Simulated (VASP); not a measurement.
Wanted: the native input for a VASP 6.6.1 run.

* Task: single point
* Functional: PBEsol
* Potentials or basis: VASP PAW PBE potentials, release 64 (Mn_pv)
* Cutoff: 520 eV
* k mesh: 11 × 11 × 11
* Occupations: fermi-dirac, width 0.1 eV
* Spin: no spin polarisation
* Dipole correction: no
* Further INCAR settings: ALGO = Fast; EDIFF = 1e-07; NBANDS = 20

The structure of Mn lies in POSCAR:

```
Mn
1.0
    0.0000000000      2.4417303927      2.4417303927
    2.4417303927      0.0000000000      2.4417303927
    2.4417303927      2.4417303927      0.0000000000
Mn
2
Direct
    0.1250000000      0.1250000000      0.1250000000
    0.8750000000      0.8750000000      0.8750000000
```

The cell was built by a generator and needn't be a form met in nature.

These files were run (other wordings do the same):

INCAR

```
ALGO = Fast
EDIFF = 1E-7
ENCUT = 520
GGA = PS
ISIF = 2
ISMEAR = -1
LASPH = True
LCHARG = True
LELF = True
LREAL = False
LVHAR = True
LWAVE = False
NBANDS = 20
NELM = 100
PREC = Accurate
SIGMA = 0.1
```

KPOINTS

```
k-points
0
Gamma
  11 11 11
```

Potentials or basis: VASP PAW PBE potentials, release 64 (Mn_pv).

Command:

```sh
$ cat potpaw_PBE.64/Mn_pv/POTCAR > POTCAR
$ mpirun -np 1 vasp_std > vasp.out
```

Results of the run:

The pressure is 0.6 GPa and the band gap on the k mesh is none (metal or under the smearing width).

Caveat: the PAW data sets were made with another functional, which shifts forces and pressure a little; the run has no spin polarisation, though such a crystal can be magnetic.

Run time: 27 s on 1 thread of Intel(R) Xeon(R) Platinum 8488C (Sapphire Rapids) (shared host), peak memory 0.16 GiB.
